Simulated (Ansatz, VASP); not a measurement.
This is a calculation of Al for VASP 6.6.1.

INCAR

```
SYSTEM = Al
ALGO = Fast
EDIFF = 1E-7
ENCUT = 520
GGA = PS
ISIF = 2
ISMEAR = -1
LASPH = .True.
LCHARG = .False.
LREAL = .False.
LWAVE = .False.
NBANDS = 8
NELM = 100
PREC = Accurate
SIGMA = 0.05
```

File KPOINTS:

```
k-points
0
Gamma
  11 11 11
  0 0 0
```

POSCAR

```
Al
1.0
    0.0000000000      2.0382146954      2.0382146954
    2.0382146954      0.0000000000      2.0382146954
    2.0382146954      2.0382146954      0.0000000000
Al
1
Direct
    0.0000000000      0.0000000000      0.0000000000
```

Potentials or basis: VASP PAW PBE potentials, release 64 (Al).

Run with:

```sh
$ cat potpaw_PBE.64/Al/POTCAR > POTCAR
$ mpirun -np 1 vasp_std > vasp.out
```

**Question.** Translate it to Ansatz 0.2.0. Potentials there: all-electron LAPW, scalar-relativistic.

**Answer.** As run (the cutoff follows the program's own potentials):

Contents of input.yaml:

```yaml
crystal:
  lattice:
    - [0.0, 2.0382146954, 2.0382146954]
    - [2.0382146954, 0.0, 2.0382146954]
    - [2.0382146954, 2.0382146954, 0.0]
  atoms:
    - { symbol: Al, position: [0.0, 0.0, 0.0] }
kpoints:
  mp_grid: { grid: [11, 11, 11] }
scf:
  occupations: { method: fermi_dirac, width: 0.05 }
hamiltonian:
  xc: pbesol
  pseudopotentials: { kind: all_electron, lapw: { basis_error: 0.0005 } }
output:
  forces: true
  stress: true
  eigenvalues: true
```

Potentials or basis: all-electron LAPW, scalar-relativistic.

Launch:

```bash
$ ansatz run input.yaml --threads 1 --pin off --max-ram 3072MiB --backend cpu --events-out ev --progress --plain --runs-dir out
```

Both were run:

|  | VASP | Ansatz | Ansatz less VASP |
| --- | --- | --- | --- |
| gap on the k mesh at the Fermi level (eV) | none | none | - |
| pressure (GPa) | -3.3 | -3.3 | -0.04 |

A gap of «none» marks a metal or a gap that the smearing closes. Ansatz ran all-electron here, so the differences hold the error of VASP's frozen core and of both bases.

Caveats: the PAW data sets were made with another functional, which shifts forces and pressure a little (VASP).
